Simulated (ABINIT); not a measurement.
The system is AlFe.

```
Fe Al
1.0
     2.91000    0.00000    0.00000
     0.00000    2.91000    0.00000
     0.00000    0.00000    2.91000
Fe Al
1 1
Direct
  0.50000 0.50000 0.50000
  0.00000 0.00000 0.00000
```

Base run:

```yaml
Program: ABINIT 10.8.3 (patched build)
Functional: r2SCAN
Potentials_or_basis: JTH PAW PBE v2.0
Cutoff: 844 eV
k_mesh: 9 × 9 × 9
Occupations: fermi-dirac, width 0.05 eV
Spin: collinear spin, ferromagnetic start
Starting_moments: "[3.0, 0.0] μB"
```

Its results: band gap on the k mesh none (metal or under the smearing width); pressure -10.2 GPa; net moment 0.87 μB per cell; site moments Fe +0.99; Al -0.04 μB.

Task: The run is repeated on the same cell with these changes: potentials or basis from JTH PAW PBE v2.0 to Ansatz PAW PBE default generated set, frozen core; cutoff from 844 eV to 490 eV; fine-grid cutoff from 1442.2 eV to 979.61 eV. What comes out?

Result: Band gap on the k mesh none (metal or under the smearing width); pressure 0.9 GPa; net moment 1.96 μB per cell; site moments Fe +2.17; Al -0.15 μB.

Caveats: the PAW data sets were made with another functional, which shifts forces and pressure a little; the atomic spheres overlap (some runs).
